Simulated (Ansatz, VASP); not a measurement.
**Two plane-wave programs on La**

```
La
1.0
     3.72483    0.00000    0.00000
    -1.86242    3.22580    0.00000
     0.00000    0.00000    6.02926
La
2
Cartesian
  1.8624 1.0753 4.5219
  0.0000 2.1505 1.5073
```

Change from the starting cell: volume scaled by 0.98.

Alike in both runs: task single point; functional PBE; k mesh 8 × 8 × 5; occupations fermi-dirac, width 0.05 eV; no spin polarisation.

|  | VASP | Ansatz |
| --- | --- | --- |
| version | VASP 6.6.1 | Ansatz 0.2.0 |
| potentials or method | VASP PAW PBE potentials, release 64 (La) | Ansatz PAW |
| plane-wave cutoff (eV) | 520 | 420 |
| valence electrons in the cell | 22 | 22 |

VASP gave:

* gap on the k mesh at the Fermi level (eV): none
* pressure (GPa): 1.3
* largest component of the traceless stress (GPa): 0.19

Task: Which values does Ansatz return?

Result: gap on the k mesh at the Fermi level (eV): none; pressure (GPa): 1.2; largest component of the traceless stress (GPa): 0.19.

A gap of «none» marks a metal or a gap that the smearing closes.

Spin-orbit coupling is left out, which matters for the levels of La.
